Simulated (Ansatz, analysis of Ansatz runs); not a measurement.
# SnO2 (P4_2/mnm), nudged elastic band: V_O hop (2.6 Å) (q = 0)

Aim: the barrier of one jump in SnO2 (P4_2/mnm) at charge 0: V_O hop (2.6 Å). The model is a cell of 72 host atoms with 1 O taken out; O is the atom that moves.

Calculated with Ansatz 0.2.0; plane-wave PAW DFT, PBEsol; nudged elastic band between two relaxed defect structures.

## 1. The structure

The cell holds 71 atoms: 24 Sn and 47 O. Its edges and angles: a = 9.537 Å, b = 9.537 Å, c = 9.637 Å, α = 90.0°, β = 90.0°, γ = 90.0°. It derives from SnO2 (space group P4_2/mnm). Nearest the centre at fractional (0.500, 0.500, 0.500): O44 at 1.31 Å, Sn67 at 1.61 Å, Sn61 at 1.61 Å, O18 at 2.62 Å, O70 at 2.62 Å, O12 at 2.62 Å, O64 at 2.62 Å, Sn25 at 3.37 Å.

The cell's shortest repeat is 9.5 Å.

## 2. Relaxation of the start point, charge 0

A barrier is counted from a minimum, so both ends are relaxed first. Small random displacements break the symmetry of the ideal sites, so that the defect can distort if it gains by it.

q0.start/input.yaml reads:

```yaml
crystal:
  lattice:
    - [9.53680188, 0.0, 0.0]
    - [0.0, 9.53680188, 0.0]
    - [0.0, 0.0, 9.63728464]
  atoms:
    - { symbol: Sn, position: [0.25, 0.25, 0.16666667] }
    - { symbol: Sn, position: [0.0, 0.0, 0.0] }
    - { symbol: O, position: [0.09687292, 0.40312708, 0.16666667] }
    - { symbol: O, position: [0.40312708, 0.09687292, 0.16666667] }
    - { symbol: O, position: [0.15312708, 0.15312708, 0.0] }
    - { symbol: O, position: [0.34687292, 0.34687292, 0.0] }
    - { symbol: Sn, position: [0.25, 0.25, 0.5] }
    - { symbol: Sn, position: [0.0, 0.0, 0.33333333] }
    - { symbol: O, position: [0.09687292, 0.40312708, 0.5] }
    - { symbol: O, position: [0.40312708, 0.09687292, 0.5] }
    - { symbol: O, position: [0.15312708, 0.15312708, 0.33333333] }
    - { symbol: O, position: [0.34687292, 0.34687292, 0.33333333] }
    - { symbol: Sn, position: [0.25, 0.25, 0.83333333] }
    - { symbol: Sn, position: [0.0, 0.0, 0.66666667] }
    - { symbol: O, position: [0.09687292, 0.40312708, 0.83333333] }
    - { symbol: O, position: [0.40312708, 0.09687292, 0.83333333] }
    - { symbol: O, position: [0.15312708, 0.15312708, 0.66666667] }
    - { symbol: O, position: [0.34687292, 0.34687292, 0.66666667] }
    - { symbol: Sn, position: [0.25, 0.75, 0.16666667] }
    - { symbol: Sn, position: [0.0, 0.5, 0.0] }
    - { symbol: O, position: [0.09687292, 0.90312708, 0.16666667] }
    - { symbol: O, position: [0.40312708, 0.59687292, 0.16666667] }
    - { symbol: O, position: [0.15312708, 0.65312708, 0.0] }
    - { symbol: O, position: [0.34687292, 0.84687292, 0.0] }
    - { symbol: Sn, position: [0.25, 0.75, 0.5] }
    - { symbol: Sn, position: [0.0, 0.5, 0.33333333] }
    - { symbol: O, position: [0.09687292, 0.90312708, 0.5] }
    - { symbol: O, position: [0.15312708, 0.65312708, 0.33333333] }
    - { symbol: O, position: [0.34687292, 0.84687292, 0.33333333] }
    - { symbol: Sn, position: [0.25, 0.75, 0.83333333] }
    - { symbol: Sn, position: [0.0, 0.5, 0.66666667] }
    - { symbol: O, position: [0.09687292, 0.90312708, 0.83333333] }
    - { symbol: O, position: [0.40312708, 0.59687292, 0.83333333] }
    - { symbol: O, position: [0.15312708, 0.65312708, 0.66666667] }
    - { symbol: O, position: [0.34687292, 0.84687292, 0.66666667] }
    - { symbol: Sn, position: [0.75, 0.25, 0.16666667] }
    - { symbol: Sn, position: [0.5, 0.0, 0.0] }
    - { symbol: O, position: [0.59687292, 0.40312708, 0.16666667] }
    - { symbol: O, position: [0.90312708, 0.09687292, 0.16666667] }
    - { symbol: O, position: [0.65312708, 0.15312708, 0.0] }
    - { symbol: O, position: [0.84687292, 0.34687292, 0.0] }
    - { symbol: Sn, position: [0.75, 0.25, 0.5] }
    - { symbol: Sn, position: [0.5, 0.0, 0.33333333] }
    - { symbol: O, position: [0.59687292, 0.40312708, 0.5] }
    - { symbol: O, position: [0.90312708, 0.09687292, 0.5] }
    - { symbol: O, position: [0.65312708, 0.15312708, 0.33333333] }
    - { symbol: O, position: [0.84687292, 0.34687292, 0.33333333] }
    - { symbol: Sn, position: [0.75, 0.25, 0.83333333] }
    - { symbol: Sn, position: [0.5, 0.0, 0.66666667] }
    - { symbol: O, position: [0.59687292, 0.40312708, 0.83333333] }
    - { symbol: O, position: [0.90312708, 0.09687292, 0.83333333] }
    - { symbol: O, position: [0.65312708, 0.15312708, 0.66666667] }
    - { symbol: O, position: [0.84687292, 0.34687292, 0.66666667] }
    - { symbol: Sn, position: [0.75, 0.75, 0.16666667] }
    - { symbol: Sn, position: [0.5, 0.5, 0.0] }
    - { symbol: O, position: [0.59687292, 0.90312708, 0.16666667] }
    - { symbol: O, position: [0.90312708, 0.59687292, 0.16666667] }
    - { symbol: O, position: [0.65312708, 0.65312708, 0.0] }
    - { symbol: O, position: [0.84687292, 0.84687292, 0.0] }
    - { symbol: Sn, position: [0.75, 0.75, 0.5] }
    - { symbol: Sn, position: [0.5, 0.5, 0.33333333] }
    - { symbol: O, position: [0.59687292, 0.90312708, 0.5] }
    - { symbol: O, position: [0.90312708, 0.59687292, 0.5] }
    - { symbol: O, position: [0.65312708, 0.65312708, 0.33333333] }
    - { symbol: O, position: [0.84687292, 0.84687292, 0.33333333] }
    - { symbol: Sn, position: [0.75, 0.75, 0.83333333] }
    - { symbol: Sn, position: [0.5, 0.5, 0.66666667] }
    - { symbol: O, position: [0.59687292, 0.90312708, 0.83333333] }
    - { symbol: O, position: [0.90312708, 0.59687292, 0.83333333] }
    - { symbol: O, position: [0.65312708, 0.65312708, 0.66666667] }
    - { symbol: O, position: [0.84687292, 0.84687292, 0.66666667] }
basis:
  ecutwfc: 420
  xc_grid: 2
hamiltonian:
  xc: pbesol
kpoints:
  mp_grid: { grid: [1, 1, 1], shift: [0.25, 0.25, 0.25] }
scf:
  occupations: { method: fixed }
  max_iter: 120
output:
  forces: true
relax:
  f_tol: 0.02
  max_steps: 70
  random_displacement: { amplitude: 0.03, seed: 656 }
```

Run with:

```
$ ansatz run input.yaml --threads 4 --pin off --max-ram 14131MiB --backend cpu --events-out ev --progress --plain --runs-dir out
```

Numbers of over 12 decimals in the logs are rounded to 6 here.

Log:

```text
[... repeated set-up lines and file paths are left out, and long positions are rounded to six places ...]
The last accepted step is kept in <dir> (removed where the run ends without a failure and the disk answers)
Engine: ansatz 0.2.0, aarch64-unknown-linux-gnu
Pseudopotentials: kind: paw
Pseudopotential: Sn, paw, valence charge 14, recommended cutoff 420 eV (normal), Sn.paw.azcp
Pseudopotential: O, paw, valence charge 6, recommended cutoff 420 eV (normal), O.paw.azcp
Functional definition: PBEsol
  exchange = pbesol_x
  correlation = pbesol_c
Crystal: 71 atoms, lattice volume = 876.517 Å³
Basis set: ecut = 420 eV, 17113 PW (Γ), exchange–correlation on 128×128×144 points (8 copies of the dense FFT grid, shifted against one another)
Bands: 380, of which v1, the nominal top of the filled ones, is band 309 counted from 1 (308 counted from 0)
Symmetry: 1 space group operations
k-points: 1
Non-local potential: Sn, projectors of the file, l = 0: 2, l = 1: 2, l = 2: 2, l = 3: 2
Non-local potential: O, projectors of the file, l = 0: 2, l = 1: 2, l = 2: 1
PAW form: soft (Blöchl's): semilocal exchange-correlation on the pseudo side does not see the compensation charge
PAW frozen core: Sn, regenerated for the run's functional, and the local potential with it (the file was generated under x = pbe(κ = 0.804, μ = 0.219515), c = pbe(β = 0.066725))
PAW frozen core: O, regenerated for the run's functional, and the local potential with it (the file was generated under x = pbe(κ = 0.804, μ = 0.219515), c = pbe(β = 0.066725))
PAW one-centre angular grid: Sn, 590 points (default); XC on 64 Gauss nodes
PAW one-centre angular grid: O, 110 points (default); XC on 64 Gauss nodes
Initial density: superposition of atomic densities (neutral atoms: chi_scale 0, normalization atom), corrected by the library's trained network
Initial wavefunctions: pseudopotential atomic-orbital guess
Functional: x = pbesol(κ = 0.804, μ = 0.123457), c = pbesol(β = 0.046)
SCF iter   1: F=—  HF=-169154.496540 eV  |F-HF|=—  |Δ(HF+E_count)|=         —  Δρ=1.65e-2  dr2=2.04e0  ethr=1.77e-3  ⟨swp⟩=4.0  Hψ=1233  notcnv=0  defer=68
preconditioner: auto → Resta (q_TF=auto, 2.574 Å⁻¹)  ε∞=3.6  [insulator: Δε(μ)=1.425 eV  Ē_g=19.277 eV  n_scr=250 (ndim 8)  ℏωp=31.2 eV  f_vac=0.029  ε∞_Penn≈3.6]
SCF iter   2: F=—  HF=-169153.962805 eV  |F-HF|=—  |Δ(HF+E_count)|=   5.34e-1  Δρ=3.11e-3  dr2=3.93e-2  ethr=3.31e-4  ⟨swp⟩=2.0  Hψ=540  notcnv=0  defer=69
SCF iter   3: F=—  HF=-169153.957278 eV  |F-HF|=—  |Δ(HF+E_count)|=   5.53e-3  Δρ=1.37e-3  dr2=9.95e-3  ethr=6.36e-6  ⟨swp⟩=2.0  Hψ=603  notcnv=0  defer=69
SCF iter   4: F=—  HF=-169153.958316 eV  |F-HF|=—  |Δ(HF+E_count)|=   1.04e-3  Δρ=5.26e-4  dr2=1.94e-3  ethr=1.61e-6  ⟨swp⟩=3.0  Hψ=627  notcnv=0  defer=69
SCF iter   5: F=—  HF=-169153.958345 eV  |F-HF|=—  |Δ(HF+E_count)|=   2.89e-5  Δρ=2.33e-4  dr2=4.54e-4  ethr=3.14e-7  ⟨swp⟩=2.0  Hψ=500  notcnv=0  defer=69
SCF iter   6: F=—  HF=-169153.958323 eV  |F-HF|=—  |Δ(HF+E_count)|=   2.25e-5  Δρ=4.81e-5  dr2=1.66e-5  ethr=7.35e-8  ⟨swp⟩=2.0  Hψ=453  notcnv=0  defer=69
SCF iter   7: F=-169153.958335 eV  HF=-169153.958340 eV  |F-HF|=5.48e-6  |Δ(HF+E_count)|=   1.74e-5  Δρ=3.12e-5  dr2=7.31e-6  ethr=1.62e-9  ⟨swp⟩=4.0  Hψ=1144  notcnv=0
SCF 1 converged in 7 iterations: F = -169153.958335 eV  dr2 = 7.31e-6
  greatest PAW one-centre occupation: 0.997 electrons in one spin orbital (limit 2), on the Sn atom at site 18 (counted from 0), in its partial waves of l = 2
relax step   1: F+E_penalty+E_count = -169153.95833452 eV  Δ(F+E_penalty+E_count) = +0.000e0 eV  max|allowed force component| = 1.059e0 eV/Å  Δτ_max = 0.0000 Å  (7 SCF iters, dr2 threshold 1.00e-5 eV, accepted)
[... the SCF cycles and remarks between the steps are left out from here to the last step ...]
relax step   2: F+E_penalty+E_count = -169154.44564459 eV  Δ(F+E_penalty+E_count) = -4.873e-1 eV  max|allowed force component| = 3.621e-1 eV/Å  Δτ_max = 0.0708 Å  (6 SCF iters, dr2 threshold 7.01e-5 eV, accepted)
relax step   3: F+E_penalty+E_count = -169154.53681517 eV  Δ(F+E_penalty+E_count) = -9.117e-2 eV  max|allowed force component| = 2.929e-2 eV/Å  Δτ_max = 0.0332 Å  (7 SCF iters, dr2 threshold 8.19e-6 eV, accepted)
relax step   4: F+E_penalty+E_count = -169154.53771154 eV  Δ(F+E_penalty+E_count) = -8.964e-4 eV  max|allowed force component| = 2.523e-2 eV/Å  Δτ_max = 0.0045 Å  (7 SCF iters, accepted)
SCF iter   1: F=—  HF=-169154.537333 eV  |F-HF|=—  |Δ(HF+E_count)|=         —  Δρ=3.97e-4  dr2=7.86e-4  ethr=9.91e-7  ⟨swp⟩=3.0  Hψ=732  notcnv=0  defer=69
SCF iter   2: F=—  HF=-169154.537118 eV  |F-HF|=—  |Δ(HF+E_count)|=   2.15e-4  Δρ=1.76e-4  dr2=1.12e-4  ethr=1.27e-7  ⟨swp⟩=2.0  Hψ=721  notcnv=0  defer=68
SCF iter   3: F=—  HF=-169154.537083 eV  |F-HF|=—  |Δ(HF+E_count)|=   3.48e-5  Δρ=6.59e-5  dr2=2.76e-5  ethr=1.81e-8  ⟨swp⟩=2.0  Hψ=625  notcnv=0  defer=64
SCF iter   4: F=—  HF=-169154.538119 eV  |F-HF|=—  |Δ(HF+E_count)|=   1.04e-3  Δρ=2.17e-5  dr2=3.46e-6  ethr=4.47e-9  ⟨swp⟩=2.0  Hψ=579  notcnv=0  defer=64
SCF iter   5: F=—  HF=-169154.538119 eV  |F-HF|=—  |Δ(HF+E_count)|=   3.31e-8  Δρ=6.45e-6  dr2=3.95e-7  ethr=5.61e-10  ⟨swp⟩=2.0  Hψ=579  notcnv=0  defer=64
SCF iter   6: F=—  HF=-169154.538119 eV  |F-HF|=—  |Δ(HF+E_count)|=   1.17e-8  Δρ=4.27e-6  dr2=1.36e-7  ethr=1.62e-11  ⟨swp⟩=4.0  Hψ=1144  notcnv=0
SCF iter   7: F=-169154.538119 eV  HF=-169154.538119 eV  |F-HF|=4.10e-9  |Δ(HF+E_count)|=   1.76e-8  Δρ=8.80e-7  dr2=5.79e-9  ethr=1.62e-11  ⟨swp⟩=4.0  Hψ=1097  notcnv=0
SCF 5 converged in 7 iterations: F = -169154.538119 eV  dr2 = 5.79e-9
relax step   5: F+E_penalty+E_count = -169154.53811869 eV  Δ(F+E_penalty+E_count) = -4.072e-4 eV  max|allowed force component| = 1.394e-2 eV/Å  Δτ_max = 0.0063 Å  (7 SCF iters, accepted)
SCF converged after 7 iterations
Free energy (F): -169154.538119 eV
Harris-Foulkes:  -169154.538119 eV  (|F-HF|=4.10e-9)
Internal energy: -169154.538119 eV  (E = F + TS)
E sigma→0 (E₀):  -169154.538119 eV
Fermi energy:    10.009005 eV
--- Per-component energies (eV) ---
  E_band       = -1686.667288
  E_kinetic    = 12775.992332
  E_local      = -34885.041813  (includes V_loc(G=0)·N_el)
  E_nonlocal   = 1617.025457
  E_hartree    = 18030.357086
  E_xc         = -12453.424674
  E_vxc        = -6648.718842  (∫ρ·V_xc dr)
  E_paw        = -104994.626608  (= ΣΔE_a)
  E_vpaw       = -10606.754092  (= ΣTr[D̂ρ^β])
  E_aug_tail   = 0.116289  (compensation charges beyond the density's cutoff)
  E_ewald      = -49253.430873
  E_core_change = 8.494686  (= ΣΔE_core)
  E_smearing   = -0.000000  (= −TS)
  E_closure    = 0.000000  (closes the sum)
  Σ components = -169154.538119   (vs F -169154.538119, Δ=0.00e0)
--- Forces (eV/Å), atoms counted from 1 ---
  atom   1  Sn    -0.00015484     0.00067241    -0.00197050
  atom   2  Sn     0.00228574    -0.00155242    -0.00005140
  [... 4 atoms left out ...]
  atom   7  Sn    -0.00277128     0.00368644     0.00188932
  [... 4 atoms left out ...]
  atom  12  O      0.00254273     0.00120685    -0.00240052
  [... 5 atoms left out ...]
  atom  18  O     -0.00142454    -0.00378808     0.00180639
  [... 6 atoms left out ...]
  atom  25  Sn    -0.01393606     0.01369595     0.00057194
  [... 18 atoms left out ...]
  atom  44  O      0.00754110    -0.00977461    -0.00179257
  [... 15 atoms left out ...]
  atom  60  Sn    -0.00386448     0.00228828    -0.00105248
  atom  61  Sn    -0.00235277    -0.00007602     0.00302337
  [... 2 atoms left out ...]
  atom  64  O     -0.00045699     0.00054455    -0.00079853
  [... 2 atoms left out ...]
  atom  67  Sn    -0.00815060     0.00709388    -0.00514890
  [... 2 atoms left out ...]
  atom  70  O      0.00339903    -0.00006529     0.00318261
  [... 1 atom left out ...]
  max |Σ_I F_I| component: 2.89e-5 eV/Å
--- Relaxed structure (5 steps of the walk, 5 accepted, 0 SCFs on fresh bases) ---
  F+E_penalty+E_count = -169154.53811869 eV   max|allowed force component| = 1.394e-2 eV/Å
  atoms:
    - { symbol: Sn, position: [0.249591, 0.249788, 0.167039] }
    - { symbol: Sn, position: [0.000208, -0.000350, 0.000417] }
    [... 4 atoms left out ...]
    - { symbol: Sn, position: [0.248489, 0.247492, 0.500485] }
    [... 4 atoms left out ...]
    - { symbol: O, position: [0.344009, 0.347722, 0.335331] }
    [... 5 atoms left out ...]
    - { symbol: O, position: [0.343831, 0.348573, 0.665616] }
    [... 6 atoms left out ...]
    - { symbol: Sn, position: [0.249782, 0.750074, 0.500370] }
    [... 18 atoms left out ...]
    - { symbol: O, position: [0.597152, 0.402811, 0.500448] }
    [... 15 atoms left out ...]
    - { symbol: Sn, position: [0.752370, 0.751364, 0.500309] }
    - { symbol: Sn, position: [0.497566, 0.502069, 0.335520] }
    [... 2 atoms left out ...]
    - { symbol: O, position: [0.651361, 0.656067, 0.335178] }
    [... 2 atoms left out ...]
    - { symbol: Sn, position: [0.498155, 0.501957, 0.665575] }
    [... 2 atoms left out ...]
    - { symbol: O, position: [0.652011, 0.655869, 0.665475] }
    [... 1 atom left out ...]
```

The job ended after 97 s (4 threads of Arm Neoverse V1, shared host; peak memory 1.8 GiB; 6.2 min of CPU time).

Relaxation path:

```tsv
step	energy less that of the first step (eV)	largest force component (eV/Å)
1	0.0000	1.0591
2	-0.4873	0.3621
3	-0.5785	0.0293
4	-0.5794	0.0252
5	-0.5798	0.0139
```

The atoms that moved most (Å, from the sites as typed, ahead of the random displacement, the mean shift of all atoms taken out):

```tsv
atom	dx	dy	dz	length
O29	0.044	-0.042	0.007	0.061
O34	0.042	-0.043	-0.008	0.061
O35	0.037	-0.037	-0.005	0.052
O28	0.036	-0.037	0.004	0.051
O18	-0.030	0.018	-0.014	0.038
O64	-0.018	0.030	0.014	0.038
Sn61	-0.024	0.022	0.017	0.037
O70	-0.011	0.028	-0.015	0.034
```

Neighbours of O44 at the end:

```tsv
atom	distance (Å)
Sn42	2.076
Sn67	2.078
Sn61	2.080
O52	2.924
O47	2.924
O53	2.927
O46	2.927
O70	2.937
O12	2.939
O64	2.939
O18	2.939
```

Numbers from this step:

```
free energy                                                                                       : -169154.5381 eV
r.m.s. move of the farther half of the atoms                                                      : 0.01115 Å
largest move from the ideal geometry of this structure, a common shift of the far atoms taken out : 0.05506 Å
```

The relaxation gained 0.580 eV and ended with a largest force component of 0.014 eV/Å.

## 3. Relaxation of the end point, charge 0

The end point is relaxed in the same cell and settings, so that the two energies compare. Atoms more than 3.2 Å from the middle of the hop start where the first relaxation left them, the nearer ones on or close to their ideal places, with small random displacements.

q0.end/input.yaml reads:

```yaml
crystal:
  lattice:
    - [9.53680188, 0.0, 0.0]
    - [0.0, 9.53680188, 0.0]
    - [0.0, 0.0, 9.63728464]
  atoms:
    - { symbol: Sn, position: [0.24955854, 0.2499752, 0.16663162] }
    - { symbol: Sn, position: [0.00017542, -0.00016288, 1.03e-05] }
[... 4 atom lines left out ...]
    - { symbol: Sn, position: [0.24845593, 0.24767958, 0.50007749] }
[... 4 atom lines left out ...]
    - { symbol: O, position: [0.34687292, 0.34687292, 0.33333333] }
[... 5 atom lines left out ...]
    - { symbol: O, position: [0.34687292, 0.34687292, 0.66666667] }
[... 6 atom lines left out ...]
    - { symbol: Sn, position: [0.24974904, 0.75026122, 0.49996305] }
[... 12 atom lines left out ...]
    - { symbol: O, position: [0.59570135, 0.40444409, 0.16949048] }
[... 3 atom lines left out ...]
    - { symbol: Sn, position: [0.75097143, 0.24905393, 0.50001667] }
[... 1 atom line left out ...]
    - { symbol: O, position: [0.402986, 0.597014, 0.5] }
[... 15 atom lines left out ...]
    - { symbol: Sn, position: [0.75233677, 0.75155115, 0.49990158] }
    - { symbol: Sn, position: [0.5, 0.5, 0.33333333] }
[... 2 atom lines left out ...]
    - { symbol: O, position: [0.65312708, 0.65312708, 0.33333333] }
[... 2 atom lines left out ...]
    - { symbol: Sn, position: [0.5, 0.5, 0.66666667] }
[... 2 atom lines left out ...]
    - { symbol: O, position: [0.65312708, 0.65312708, 0.66666667] }
    - { symbol: O, position: [0.84794848, 0.84733001, 0.6670017] }
basis:
  ecutwfc: 420
  xc_grid: 2
hamiltonian:
  xc: pbesol
kpoints:
  mp_grid: { grid: [1, 1, 1], shift: [0.25, 0.25, 0.25] }
scf:
  occupations: { method: fixed }
  max_iter: 120
output:
  forces: true
relax:
  f_tol: 0.02
  max_steps: 70
  random_displacement: { amplitude: 0.01, seed: 656 }
```

Log:

```text
[...]
Crystal: 71 atoms, lattice volume = 876.517 Å³
Basis set: ecut = 420 eV, 17113 PW (Γ), exchange–correlation on 128×128×144 points (8 copies of the dense FFT grid, shifted against one another)
Bands: 380, of which v1, the nominal top of the filled ones, is band 309 counted from 1 (308 counted from 0)
Symmetry: 1 space group operations
k-points: 1
[...]
SCF iter   1: F=—  HF=-169154.894406 eV  |F-HF|=—  |Δ(HF+E_count)|=         —  Δρ=1.66e-2  dr2=2.07e0  ethr=1.77e-3  ⟨swp⟩=4.0  Hψ=1230  notcnv=0  defer=69
[...]
SCF iter   7: F=-169154.351304 eV  HF=-169154.351309 eV  |F-HF|=5.80e-6  |Δ(HF+E_count)|=   1.76e-5  Δρ=3.17e-5  dr2=7.76e-6  ethr=1.62e-9  ⟨swp⟩=4.0  Hψ=1144  notcnv=0
SCF 1 converged in 7 iterations: F = -169154.351304 eV  dr2 = 7.76e-6
[...]
F+E_penalty+E_count = -169154.53827978 eV   max|allowed force component| = 6.251e-3 eV/Å
  atoms:
    - { symbol: Sn, position: [0.250196, 0.249255, 0.166767] }
    - { symbol: Sn, position: [0.000101, -0.000134, 0.000140] }
[...]
- { symbol: Sn, position: [0.247914, 0.248127, 0.500224] }
[...]
- { symbol: O, position: [0.348141, 0.343597, 0.335040] }
[...]
- { symbol: O, position: [0.349062, 0.343345, 0.665372] }
[...]
- { symbol: Sn, position: [0.249486, 0.750461, 0.500152] }
[...]
- { symbol: Sn, position: [0.751078, 0.248845, 0.500131] }
    [... 1 atom left out ...]
    - { symbol: O, position: [0.403133, 0.596642, 0.500167] }
    [... 16 atoms left out ...]
    - { symbol: Sn, position: [0.502601, 0.497086, 0.335303] }
    [... 2 atoms left out ...]
    - { symbol: O, position: [0.656448, 0.651110, 0.334916] }
    [... 2 atoms left out ...]
    - { symbol: Sn, position: [0.502804, 0.497412, 0.665022] }
    [... 2 atoms left out ...]
    - { symbol: O, position: [0.656186, 0.651913, 0.665224] }
    [... 1 atom left out ...]
[key lines of the parts left out:]
SCF converged after 7 iterations
Free energy (F): -169154.538280 eV
Fermi energy:    10.008806 eV
```

It took 2.2 min on 4 threads; peak memory 1.8 GiB.

The steps of the relaxation:

```tsv
step	energy less that of the first step (eV)	largest force component (eV/Å)
1	0.0000	0.6552
2	-0.1556	0.1675
3	-0.1823	0.1084
4	-0.1828	0.1035
5	-0.1803	0.1053
6	-0.1868	0.0228
7	-0.1870	0.0063
```

Relaxation step 5 was tried and not accepted.

The atoms that moved most (Å, from the sites as typed, ahead of the random displacement):

```tsv
atom	dx	dy	dz	length
O52	-0.045	0.043	-0.010	0.063
O47	-0.042	0.044	0.010	0.062
O34	-0.042	0.044	0.010	0.061
O29	-0.042	0.039	-0.009	0.058
O46	-0.041	0.039	0.008	0.058
O28	-0.038	0.040	-0.007	0.056
O53	-0.037	0.039	-0.008	0.055
O35	-0.039	0.037	0.008	0.054
```

Neighbours of O44 at the end:

```tsv
atom	distance (Å)
Sn25	2.073
Sn67	2.079
Sn61	2.080
O29	2.924
O34	2.925
O35	2.927
O28	2.928
O12	2.938
O70	2.938
O18	2.939
O64	2.940
```

This step gave:

- free energy: -169154.5383 eV
- r.m.s. move of the farther half of the atoms: 0.01172 Å
- largest move from the ideal geometry of this structure, a common shift of the far atoms taken out: 0.05935 Å

The relaxation gained 0.187 eV and ended with a largest force component of 0.0063 eV/Å. The end lies within 1 meV of the start.

(Part 1 of 3 ends here.)

[Logs are printed without paths, hosts, clocks, repeated set-up lines and the standing remarks that a program may print on its own settings, such as how far it seeks lower states.]

[Hosts, paths, dates, database ids (printed as entryN), source tags and the programs' standing remarks are cut or masked in the printed files.]
